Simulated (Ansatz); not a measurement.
A run of Ansatz 0.2.0 is set up as follows.

input

```
crystal:
  lattice:
    - [0.0, 3.2319988239, 3.2319988239]
    - [3.2319988239, 0.0, 3.2319988239]
    - [3.2319988239, 3.2319988239, 0.0]
  atoms:
    - { symbol: Te, position: [0.25, 0.25, 0.25] }
    - { symbol: Mg, position: [0.0, 0.0, 0.0] }
hamiltonian:
  xc: r2scanh
  pseudopotentials: { kind: paw }
kpoints:
  mp_grid: { grid: [4, 4, 4] }
  band_path:
    path:
      - [[0.0, 0.0, 0.0], [0.5, 0.0, 0.5], [0.5, 0.25, 0.75], [0.375, 0.375, 0.75], [0.0, 0.0, 0.0], [0.5, 0.5, 0.5], [0.625, 0.25, 0.625], [0.5, 0.25, 0.75], [0.5, 0.5, 0.5], [0.375, 0.375, 0.75]]
      - [[0.625, 0.25, 0.625], [0.5, 0.0, 0.5]]
    npoints: 4
scf:
  occupations: { method: fermi_dirac, width: 0.05 }
  n_extra_bands: 6
output:
  forces: true
  stress: true
  eigenvalues: true
  fatbands: false
```

Question: What does it give for the band gap on the k mesh?

Answer: 3.59 eV, direct.

Question: Estimate the band gap along the path.

Answer: 3.59 eV, direct.

Levels at the corners of the path, in eV from the valence-band top:
```
point  band 10  band 11  band 12  band 13  band 14  band 15  band 16  band 17
    Γ   -10.87     0.00     0.00     0.00     3.59     6.57     6.57     6.57
    X    -9.99    -3.17    -1.24    -1.24     3.71     4.56    11.09    11.09
    W    -9.98    -2.76    -1.98    -1.51     5.47     6.86     7.39     7.47
    K   -10.00    -2.89    -2.04    -1.00     4.39     6.29     9.16     9.17
    Γ   -10.87     0.00     0.00     0.00     3.59     6.57     6.57     6.57
    L   -10.21    -3.37    -0.44    -0.44     4.34     6.58     6.58     8.41
    U   -10.00    -2.89    -2.04    -1.00     4.39     6.29     9.16     9.17
    W    -9.98    -2.76    -1.98    -1.51     5.47     6.86     7.39     7.47
    L   -10.21    -3.37    -0.44    -0.44     4.34     6.58     6.58     8.41
    K   -10.00    -2.89    -2.04    -1.00     4.39     6.29     9.16     9.17
    U   -10.00    -2.89    -2.04    -1.00     4.39     6.29     9.16     9.17
    X    -9.99    -3.17    -1.24    -1.24     3.71     4.56    11.09    11.09
```

Caveat: the k mesh is coarse (spacing up to 0.42 Å⁻¹), so the values aren't converged, least of all with exact exchange; spin-orbit coupling is left out, which moves the levels of the heavy elements.
